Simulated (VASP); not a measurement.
# MnO2 (P-3m1) in VASP: equation of state with PBE+D3

Aim: the equation of state of MnO2 with PBE+D3.

All numbers are computed with VASP 6.6.1; they aren't measurements. Logs are shortened: lines on timing, memory, paths and dates and some standing lists are left out, and cuts for length are marked.

### Step 1. The structure

Symmetry: P-3m1, No. 164, trigonal system. The conventional cell has a = 2.857 Å, b = 2.857 Å, c = 4.601 Å, α = 90.00°, β = 90.00°, γ = 120.00°. Mn (site symmetry -3m) is surrounded by 6 O at 1.90 Å. O (site symmetry 3m) is surrounded by 3 Mn at 1.90 Å.

Measurements of this composition are mostly on another form, of space group No. 136.

### Step 2. Equation of state, PBE+D3, collinear spin, ferromagnetic start

The input, run.py:

```python
from ase.calculators.vasp import Vasp
from ase.eos import EquationOfState
from ase.io import Trajectory
from ase.io import read
from ase.units import GPa

atoms = read('MnO2.cif')
atoms.set_initial_magnetic_moments([4.0, 0.0, 0.0])
calc = Vasp(
    directory='calc',
    xc='pbe',
    pp='PBE',
    setups='recommended',
    pp_version='54',
    prec='Accurate',
    encut=520,
    ediff=1e-06,
    ismear=-1,
    sigma=0.05,
    lreal=False,
    lasph=True,
    nelm=150,
    algo='Normal',
    isif=2,
    lwave=False,
    lcharg=False,
    ispin=2,
    lorbit=11,
    lmaxmix=4,
    ivdw=11,
    kpts=[11, 11, 6],
    gamma=True,
)
atoms.calc = calc
cell = atoms.cell.copy()
volumes, energies = [], []
traj = Trajectory('eos.traj', 'w')
for x in [0.94, 0.96, 0.98, 1.0, 1.02, 1.04, 1.06]:
    atoms.set_cell(cell * x ** (1 / 3), scale_atoms=True)
    volumes.append(atoms.get_volume())
    energies.append(atoms.get_potential_energy())
    traj.write(atoms)
    print(f'{x:5.2f} {volumes[-1]:12.5f} {energies[-1]:14.6f}')

v0, e0, B = EquationOfState(volumes, energies, eos='vinet').fit()
print(f'V0 = {v0:.4f} A^3, E0 = {e0:.6f} eV, B = {B / GPa:.2f} GPa')
```

The input, MnO2.cif:

```cif
data_MnO2
_cell_length_a 2.85657818
_cell_length_b 2.85657818
_cell_length_c 4.60137406
_cell_angle_alpha 90.00000000
_cell_angle_beta 90.00000000
_cell_angle_gamma 120.00000000
_space_group_name_H-M_alt 'P1'
_space_group_name_Hall 'P 1'
_space_group_IT_number 1
loop_
_space_group_symop_operation_xyz
'x,y,z'
loop_
_atom_site_label
_atom_site_type_symbol
_atom_site_symmetry_multiplicity
_atom_site_Wyckoff_symbol
_atom_site_fract_x
_atom_site_fract_y
_atom_site_fract_z
_atom_site_occupancy
Mn1 Mn 1 a 0.0000000000 0.0000000000 0.5000000000 1
O1 O 1 a 0.3333333333 0.6666666667 0.7062925700 1
O2 O 1 a 0.6666666667 0.3333333333 0.2937074300 1
```

Potentials or basis: VASP PAW PBE potentials, release 54 (Mn_pv, O).

Launch:

```console
$ python run.py
```

What it wrote:

```text
0.94     30.56598     -23.964369
 0.96     31.21631     -24.031132
 0.98     31.86665     -24.076771
 1.00     32.51699     -24.103524
 1.02     33.16733     -24.113299
 1.04     33.81767     -24.107870
 1.06     34.46801     -24.088848
V0 = 33.2493 A^3, E0 = -24.113415 eV, B = 188.59 GPa
```

OUTCAR:

```text
ENCUT = 520.000000
   EDIFF = 1.00e-06
   GGA = PE
   PREC = Accurate
   ISIF = 2
   ISMEAR = -1
   ISPIN = 2
   LORBIT = 11
   NELM = 150
   IVDW = 11
   LASPH = .TRUE.
   LREAL = .FALSE.
 IVDW          = 11

 ion  position               nearest neighbor table
   1  0.000  0.000  0.500-   2 1.94   3 1.94   2 1.94   3 1.94   3 1.94   2 1.94
   2  0.333  0.667  0.706-   1 1.94   1 1.94   1 1.94
   3  0.667  0.333  0.294-   1 1.94   1 1.94   1 1.94

  LATTYP: Found a hexagonal cell.
 ALAT       =     2.9126037406
 C/A-ratio  =     1.6107992745

  Lattice vectors:

 A1 = (   2.9126037406,   0.0000000000,   0.0000000000)
 A2 = (  -1.4563018703,   2.5223888305,   0.0000000000)
 A3 = (   0.0000000000,   0.0000000000,   4.6916199923)

Analysis of symmetry for initial positions (statically):
=====================================================================
 Subroutine PRICEL returns:
 Original cell was already a primitive cell.

 Routine SETGRP: Setting up the symmetry group for a
 hexagonal supercell.

 Subroutine GETGRP returns: Found 12 space group operations
 (whereof 12 operations were pure point group operations)
 out of a pool of 24 trial point group operations.

The static configuration has the point symmetry D_3d.

Analysis of symmetry for dynamics (positions and initial velocities):
=====================================================================
 Subroutine PRICEL returns:
 Original cell was already a primitive cell.

 Routine SETGRP: Setting up the symmetry group for a
 hexagonal supercell.

 Subroutine GETGRP returns: Found 12 space group operations
 (whereof 12 operations were pure point group operations)
 out of a pool of 24 trial point group operations.

The dynamic configuration has the point symmetry D_3d.

Analysis of structural, dynamic, and magnetic symmetry:
=====================================================================
 Subroutine PRICEL returns:
 Original cell was already a primitive cell.

 Routine SETGRP: Setting up the symmetry group for a
 hexagonal supercell.

 Subroutine GETGRP returns: Found 12 space group operations
 (whereof 12 operations were pure point group operations)
 out of a pool of 24 trial point group operations.

The overall configuration has the point symmetry D_3d.

 Subroutine INISYM returns: Found 12 space group operations
 (whereof 12 operations are pure point group operations),
 and found     1 'primitive' translations

----------------------------------------------------------------------------------------

                                     Primitive cell

  volume of cell :      34.4680

  direct lattice vectors                    reciprocal lattice vectors
     2.912603741  0.000000000  0.000000000     0.343335410  0.198224791  0.000000000
    -1.456301870  2.522388830  0.000000000     0.000000000  0.396449583  0.000000000
     0.000000000  0.000000000  4.691619992     0.000000000  0.000000000  0.213145993

  length of vectors
     2.912603741  2.912603741  4.691619992     0.396449583  0.396449583  0.213145993

  position of ions in fractional coordinates (direct lattice)
     0.000000000  0.000000000  0.500000000
     0.333333333  0.666666667  0.706292570
     0.666666667  0.333333333  0.293707430

  ion indices of the primitive-cell ions
   primitive index   ion index
                 1           1
                 2           2
                 3           3

----------------------------------------------------------------------------------------

 KPOINTS: KPOINTS created by Atomic Simulation Env

Automatic generation of k-mesh.
 Grid dimensions read from file:
 generate k-points for:   11   11    6
[... 45 lines left out ...]
 [... further k-points ...]
   k-points           NKPTS =     84   k-points in BZ     NKDIM =     84   number of bands    NBANDS=     18
   number of dos      NEDOS =    301   number of ions     NIONS =      3
   total plane-waves  NPLWV =  20736
   dimension x,y,z NGX =    24 NGY =   24 NGZ =   36
   dimension x,y,z NGXF=    48 NGYF=   48 NGZF=   72
   ions per type =               1   2
   NGX,Y,Z   is equivalent  to a cutoff of  13.70, 13.70, 12.76 a.u.
   NGXF,Y,Z  is equivalent  to a cutoff of  27.40, 27.40, 25.51 a.u.
 SYSTEM =  unknown system
   PREC   = accura    normal or accurate (medium, high low for compatibility)
   ISTART =      0    job   : 0-new  1-cont  2-samecut
   ICHARG =      2    charge: 1-file 2-atom 10-const
   ISPIN  =      2    spin polarized calculation?
   LNONCOLLINEAR =      F non collinear calculations
   LSORBIT =      F    spin-orbit coupling
   LASPH  =      T    aspherical Exc in radial PAW
   ENCUT  =  520.0 eV  38.22 Ry    6.18 a.u.   5.42  5.42  8.72*2*pi/ulx,y,z
   NELM   =    150;   NELMIN=  2; NELMDL=  0     # of ELM steps
   EDIFF  = 0.1E-05   stopping-criterion for ELM
   LREAL  =      F    real-space projection
   EDIFFG = 0.1E-04   stopping-criterion for IOM
   NSW    =      0    number of steps for IOM
   IBRION =     -1    ionic relax: 0-MD 1-quasi-New 2-CG
   NFREE  =      0    steps in history (QN), initial steepest desc. (CG)
   ISIF   =      2    stress and relaxation
   ISYM   =      2    0-nonsym 1-usesym 2-fastsym
   POTIM  = 0.5000    time-step for ionic-motion
   TEBEG  =    0.0;   TEEND  =   0.0 temperature during run
   PSTRESS=    0.0 pullay stress
   NELECT =      25.0000    total number of electrons
   NUPDOWN=      -1.0000    fix difference up-down
   EMIN   =  10.00;   EMAX   =-10.00  energy-range for DOS
   EFERMI =   0.00;   METHOD = LEGACY
   ISMEAR =    -1;   SIGMA  =   0.05  broadening in eV -4-tet -1-fermi 0-gaus
   EFERMI_NEDOS =   21; number of points for ismear=-14 and -15
   IALGO  =     38    algorithm
   IMIX   =      4    mixing-type and parameters
     AMIX     =   0.40;   BMIX     =  1.00
     AMIX_MAG =   1.60;   BMIX_MAG =  1.00
  volume/ion in A,a.u.               =      11.49        77.53
  Fermi-wavevector in a.u.,A,eV,Ry     =   1.470899  2.779595 29.436787  2.163543
  Thomas-Fermi vector in A             =   2.586100
   LORBIT       =     11    0 simple, 1 ext, 2 COOP (PROOUT), +10 PAW based schemes
   GGA     = PE    functional components
   LHFCALC =     F    Hartree Fock is set to
   AEXX    =    0.0000 exact exchange contribution
   IVDW    =    11    specifies the selected vdW correction
   LEPSILON=     F    determine dielectric tensor
   LRPA    =     F    only Hartree local field effects (RPA)
 spin polarized calculation
  energy-cutoff  :      520.00
  volume of cell :       34.47
 maximum number of plane-waves:       966
 NGX is ok and might be reduce to    24
   NGX = 11   NGY = 11   NGZ = 17

 number of electron      24.9999996 magnetization       2.9999496

 Free energy of the ion-electron system (eV)
  ---------------------------------------------------
  ext. energy  EPLUGINS =         0.00000000
  ---------------------------------------------------
  free energy    TOTEN  =       -23.80936090 eV

  energy without entropy =      -23.80935947  energy(sigma->0) =      -23.80936019

 E-fermi :   3.0433     XC(G=0): -10.5049

 val. band max:        2.5213844725   @ k =   0.0909   0.0909   0.5000
 cond. band min:       3.5312403069   @ k =   0.0000   0.0000   0.5000
 fundamental gap:      1.0098558344
 Fermi energy:         3.0433116025

 spin component 1

 k-point     1 :       0.0000    0.0000    0.0000
  band No.  band energies     occupation
      1     -47.6964      1.00000
      2     -47.6964      1.00000
      3     -47.6950      1.00000
      4     -16.5353      1.00000
      5     -14.4515      1.00000
      6      -3.2789      1.00000
[... 493 lines left out ...]
     17      12.7938      0.00000
     18      15.8137      0.00000

 [... further k-points ...]

 spin component 2

 k-point     1 :       0.0000    0.0000    0.0000
  band No.  band energies     occupation
      1     -44.5788      1.00000
      2     -44.5788      1.00000
      3     -44.4055      1.00000
      4     -16.4295      1.00000
      5     -14.3930      1.00000
      6      -2.4319      1.00000
[... 493 lines left out ...]
     17      13.0763      0.00000
     18      16.3881      0.00000

 [... further k-points ...]

------------------------ aborting loop because EDIFF is reached ----------------------------------------

 Edisp (eV)   -0.27949

 E8    (eV) :    -0.1347

  FORCE on cell =-STRESS in cart. coord.  units (eV):
  Direction    XX          YY          ZZ          XY          YZ          ZX
  --------------------------------------------------------------------------------------
  -------------------------------------------------------------------------------------
  Total      -1.61297    -1.61297    -0.97719    -0.00000     0.00000     0.00000
  in kB     -74.97594   -74.97594   -45.42285    -0.00000     0.00000     0.00000
  external pressure =      -65.12 kB  Pullay stress =        0.00 kB

 VOLUME and BASIS-vectors are now :
 -----------------------------------------------------------------------------
  energy-cutoff  :      520.00
  volume of cell :       34.47
      direct lattice vectors                 reciprocal lattice vectors
     2.912603741  0.000000000  0.000000000     0.343335410  0.198224791  0.000000000
    -1.456301870  2.522388830  0.000000000     0.000000000  0.396449583  0.000000000
     0.000000000  0.000000000  4.691619992     0.000000000  0.000000000  0.213145993

 POSITION                                       TOTAL-FORCE (eV/Angst)
 -----------------------------------------------------------------------------------
      0.00000      0.00000      2.34581         0.000000      0.000000      0.000000
     -0.00000      1.68159      3.31366        -0.000000      0.000000     -0.445908
      1.45630      0.84080      1.37796         0.000000     -0.000000      0.445908
 -----------------------------------------------------------------------------------
    total drift:                               -0.000000      0.000000      0.000000

  FREE ENERGIE OF THE ION-ELECTRON SYSTEM (eV)
  ---------------------------------------------------
  free  energy   TOTEN  =       -24.0888485626 eV

  energy  without entropy=      -24.0888471303  energy(sigma->0) =      -24.08884785

 total charge

# of ion       s       p       d       tot
------------------------------------------
    1        0.333   6.418   4.865  11.616
    2        1.582   3.383   0.000   4.965
    3        1.582   3.383   0.000   4.965
--------------------------------------------------
tot          3.497  13.184   4.865  21.546

 magnetization (x)

# of ion       s       p       d       tot
------------------------------------------
    1        0.031   0.037   2.822   2.890
    2        0.004   0.014   0.000   0.018
    3        0.004   0.014   0.000   0.018
--------------------------------------------------
tot          0.038   0.066   2.822   2.925
```

INCAR:

```text
ENCUT = 520.000000
SIGMA = 0.050000
EDIFF = 1.00e-06
ALGO = Normal
GGA = PE
PREC = Accurate
ISIF = 2
ISMEAR = -1
ISPIN = 2
LMAXMIX = 4
LORBIT = 11
NELM = 150
IVDW = 11
LASPH = .TRUE.
LCHARG = .FALSE.
LWAVE = .FALSE.
LREAL = .FALSE.
MAGMOM = 1*4.0000 2*0.0000
```

Run time: 11 min. Hardware: 1 thread of Intel Xeon Platinum 8488C (Sapphire Rapids), shared host; peak memory 0.23 GiB.

Results:

* Equilibrium volume: 11.08 Å³/atom
* Bulk modulus at fixed shape and positions: 189 GPa
* Pressure derivative of the bulk modulus: 4.6

Energy against volume, from the lowest point:
| volume (Å³/atom) | energy (meV/atom) |
| --- | --- |
| 10.189 | 49.64 |
| 10.405 | 27.39 |
| 10.622 | 12.18 |
| 10.839 | 3.26 |
| 11.056 | 0.00 |
| 11.273 | 1.81 |
| 11.489 | 8.15 |

Caveat: the cell was scaled at fixed shape and fractional positions, which overstates the stiffness of a crystal with free parameters, most of all of layers and chains.

### Step 3. The reference run

An earlier run on the cell as given: functional PBE; potentials or basis VASP PAW PBE potentials, release 64 (Mn_pv, O); cutoff 520 eV; k mesh 11 × 11 × 6; occupations fermi-dirac, width 0.05 eV; collinear spin, ferromagnetic start; starting moments [4.0, 0.0, 0.0] μB.

* Pressure: 5.8 GPa
* Largest force: 0.310 eV/Å
* Band gap on the k mesh: 0.81 eV, indirect (least direct gap 0.87 eV)
* Net moment: 3.00 μB per cell
* Site moments: Mn +2.83; O +0.04 μB
* Valence electrons inside the program's atomic spheres: Mn 11.75; O 5.00
